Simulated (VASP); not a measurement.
A run of VASP 6.6.1 is set up as follows.

The input INCAR:

```
PREC = Accurate
ENCUT = 520
EDIFF = 1E-6
ISMEAR = 0
SIGMA = 0.02
LREAL = F
LASPH = T
NELM = 100
ALGO = Fast
ISIF = 2
LWAVE = F
LCHARG = F
GGA = CA
NBANDS = 13
```

Contents of KPOINTS:

```
Automatic mesh
0
Gamma
  8 8 8
```

File POSCAR:

```
Li2O
1.0
    0.0000000000      2.2469739747      2.2469739747
    2.2469739747      0.0000000000      2.2469739747
    2.2469739747      2.2469739747      0.0000000000
Li O
2 1
Direct
    0.2500000000      0.2500000000      0.2500000000
    0.7500000000      0.7500000000      0.7500000000
    0.0000000000      0.0000000000      0.0000000000
```

Potentials or basis: VASP PAW LDA potentials, release 64 (Li_sv, O).

Command:

```bash
$ cat potpaw_LDA.64/Li_sv/POTCAR potpaw_LDA.64/O/POTCAR > POTCAR
$ mpirun -np 1 vasp_std > vasp.out
```

Task: What does it give for the band gap on the k mesh?

Result: 4.94 eV, indirect (least direct gap 5.89 eV).

 As with any semilocal functional, this LDA gap is likely too small.
